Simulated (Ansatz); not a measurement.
**Computed properties of AgCl**

```
CELL_PARAMETERS angstrom
4.29818 0.00000 0.00000
-2.14909 3.72233 0.00000
0.00000 0.00000 6.94589
ATOMIC_POSITIONS crystal
Ag 0.33333 0.66667 0.99860
Ag 0.66667 0.33333 0.49860
Cl 0.33333 0.66667 0.37740
Cl 0.66667 0.33333 0.87740
```

Atoms are numbered in the order listed.

The structure comes from a relaxation in the same program, started in the wurtzite type, and has space group P6_3mc. Whether it is a known phase or the ground state wasn't checked.

Levels of theory: DFT, PBE, all-electron LAPW, scalar-relativistic (Ansatz 0.2.0); DFT, PBE, PAW with Ansatz's default frozen-core files, scalar-relativistic (Ansatz 0.2.0); DFT, PBE, all-electron PAW with datasets made for the crystal, scalar-relativistic (Ansatz 0.2.0).

For LAPW: a Γ-centred 11×11×6 k mesh, Fermi–Dirac smearing of 0.05 eV, basis error target 0.5 meV/atom, no spin polarisation. PAW takes a cutoff of 420 eV at this cell. The crystal-made all-electron datasets (AE datasets) take a cutoff of 240 eV at this cell. The Ansatz runs share mesh, smearing and spin set-up. Values come from LAPW unless marked.

Spin–orbit coupling is left out, which moves gradients at and beside heavy atoms by some per cent and at worst by a factor of two.

```yaml
Pressure_at_this_cell: 0.05 GPa
Volume_per_atom: 27.78 Å³
```

Question: Löwdin charges (with 0.19 e of the cell spilling out of the atomic basis, so their sizes and signs hang on that basis): what does the calculation give?

Answer: Ag1 0.60, Cl3 -0.50 e.

Question: Predict this quantity. Field gradients Vzz (crystal-made datasets).

Answer: Ag1 0.32 (η = 0.00), Cl3 -0.28 (η = 0.00) in 10²¹ V/m².

Question: Give the computed value. Bader charges (from the PAW run).

Answer: Ag1 +0.55, Cl3 -0.55 e.

Question: Give the computed value. Band gap.

Answer: 1.31 eV, direct at Γ.
